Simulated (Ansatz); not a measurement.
CuI, space group P4/nmm, band-curvature effective masses by finite differences

Computed with Ansatz's Python interface.

`POSCAR_cui`
```text
CuI
1.0
   4.02290000    0.00000000    0.00000000
   0.00000000    4.02290000    0.00000000
   0.00000000    0.00000000    5.65060000
Cu I
2 2
Direct
   0.00000000    0.00000000    0.00000000
   0.50000000    0.50000000    0.00000000
   0.00000000    0.50000000    0.29130000
   0.50000000    0.00000000    0.70870000
```

Script `mass.py`:
```python
"""Effective masses of CuI by finite differences."""

from dataclasses import dataclass
import warnings

import ansatz as az
from ase.io import read
import numpy as np


@dataclass
class Options:
    kgrid: tuple[int, ...] = (6, 6, 4)
    functional: str = "r2scan"
    occupations: str = "fixed"


cfg = Options()


def main() -> None:
    warnings.simplefilter("ignore", az.DeckWarning)

    atoms = read("POSCAR_cui", format="vasp")
    cell = az.Crystal.from_ase(atoms)

    base = cell.calculation()
    base = base.pseudopotentials("paw")
    base = base.kpoints(*cfg.kgrid)
    base = base.functional(cfg.functional)
    base = base.occupations(cfg.occupations)
    # find the band extrema among the mesh points first
    outcome = base.band_table().run(threads=1, backend="cpu")
    r = outcome.report
    levels = np.array(r["eigenvalues_ev"])
    filled = round(r["n_electrons"] / 2)
    edges = {"top filled band": (filled - 1, levels[:, filled - 1].argmax()), "lowest empty band": (filled, levels[:, filled].argmin())}
    gap = levels[:, filled].min() - levels[:, filled - 1].max()
    print(f"gap on the mesh {gap:.3f} eV")
    if gap <= 0.05:
        print("no gap: band-edge masses have no meaning here")
        edges = {}
    reciprocal = 2 * np.pi * np.linalg.inv(outcome.lattice.cell_ang).T
    step = 0.008  # 1/A

    # m/m_e = (hbar^2/m_e) / (d2E/dk2), with hbar^2/m_e = 7.61996 eV A^2
    pairs = [(0, 1), (0, 2), (1, 2)]
    moves = [sign * axis for axis in np.eye(3) for sign in (-1, 1)]
    moves += [s1 * np.eye(3)[i] + s2 * np.eye(3)[j] for i, j in pairs for s1 in (1, -1) for s2 in (1, -1)]
    for name, (band, index) in edges.items():
        together = int(np.sum(np.abs(levels[index] - levels[index, band]) < 2e-3))
        print(name, "at k =", np.round(r["kpoints_frac"][index], 4), f"E = {levels[index, band]:.4f} eV, degeneracy {together}")
        centre = np.array(r["kpoints_frac"][index]) @ reciprocal
        points = [centre] + [centre + step * move for move in moves]
        table = base.band_structure(points, intervals=1, cartesian=True).run(threads=1, backend="cpu").band_structure().channels[0].eigenvalues_ev
        if together > 1:
            level = np.flatnonzero(np.abs(levels[index] - levels[index, band]) < 2e-3)
            along = (table[1, level] + table[2, level] - 2 * table[0, level]) / step ** 2
            print("  degenerate level, no single mass tensor; masses of its branches along x:", np.round(7.61996 / along, 3), "m_e")
            continue
        e = table[:, band]
        hessian = np.diag((e[1:7:2] + e[2:7:2] - 2 * e[0]) / step ** 2)
        for (i, j), (pp, pm, mp, mm) in zip(pairs, e[7:].reshape(3, 4)):
            hessian[i, j] = hessian[j, i] = (pp - pm - mp + mm) / (4 * step ** 2)
        curvatures, axes = np.linalg.eigh(hessian)
        slope = (e[2:7:2] - e[1:7:2]) / (2 * step)
        print("  slope (eV A):", np.round(slope, 3) + 0.0, "" if np.abs(slope).max() < 0.05 else "- no extremum here, so these are local curvatures and no band-edge masses")
        for curvature, axis in zip(curvatures, axes.T):
            print(f"  principal mass {7.61996 / curvature:8.3f} m_e along", np.round(axis, 2) + 0.0)


if __name__ == "__main__":
    main()
```

```console
$ python mass.py
gap on the mesh 2.099 eV
top filled band at k = [0. 0. 0.] E = 10.9366 eV, degeneracy 2
  degenerate level, no single mass tensor; masses of its branches along x: [-0.212 -2.489] m_e
lowest empty band at k = [0. 0. 0.] E = 13.0356 eV, degeneracy 1
  slope (eV A): [0. 0. 0.]
  principal mass    0.299 m_e along [0. 0. 1.]
  principal mass    0.194 m_e along [-0.26  0.97  0.  ]
  principal mass    0.194 m_e along [0.97 0.26 0.  ]
```

Spin is left out of this run. Semilocal gaps usually lie well under measured ones. The computed bands are complete only to about 5.5 eV above the Fermi level. Without a Hubbard U or exact exchange, semilocal functionals often make such 3d compounds metallic or too weakly gapped. The starting cell is as deposited in a crystallographic database; the results hold for this polymorph, which needn't be the stable one. Gaps and levels are Kohn-Sham values on a finite set of k-points, without spin-orbit coupling. The masses are finite-difference curvatures at extrema found on a coarse mesh, which needn't be the true band edges; a step that is long against the gap makes them too heavy. Negative values are curvatures of valence bands (the hole mass is their size). Spin-orbit coupling is left out, and light masses scale with the Kohn-Sham gap. The whole script took 67 s on 1 thread of Arm Neoverse V1, with other jobs on the host, peak memory 0.67 GiB.
